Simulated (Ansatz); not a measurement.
## ZrO2: response to strain

The reference is ZrO2 (space group P4_2/nmc, No. 137; a = 3.5845 Å, c = 5.1787 Å). Axes: x, y, z lie along a, b, c of the conventional cell.

Strains are applied to the cell and any free atomic positions relax; under biaxial strain the out-of-plane vector relaxes too; under stress the whole cell relaxes.

Computed with Ansatz (a program for electronic structure) PBEsol, no SOC, earlier PAW set.

| variant | electron mass | band gap | space group | shortest interatomic distance |
|---|---|---|---|---|
| base | 2.1 mₑ along c, 0.57 mₑ across (at Γ) | 4.00 eV | P4_2/nmc (No. 137) | 2.073 Å |
| biaxial strain −2.33 %, plane normal [001], relaxed out of plane | 2.2 mₑ out of plane, 0.61 mₑ in plane (at Γ) | 4.15 eV | P4_2/nmc (No. 137) | 2.050 Å |
| uniaxial stress, 2 GPa tension along z | 2.2 mₑ along z, 0.58 mₑ across (at Γ) | 4.06 eV | P4_2/nmc (No. 137) | 2.070 Å |
| tensor shear ε_xz = −0.76 % | 2.1 mₑ along z, 0.57 mₑ across (at Γ) | 4.01 eV | P2_1/m (No. 11) | 2.071 Å |

Effective masses come from finite differences of ±0.01 Å⁻¹. Stability under load was not tested beyond the relaxation. This is not the structure that ZrO2 has at room temperature and ambient pressure.
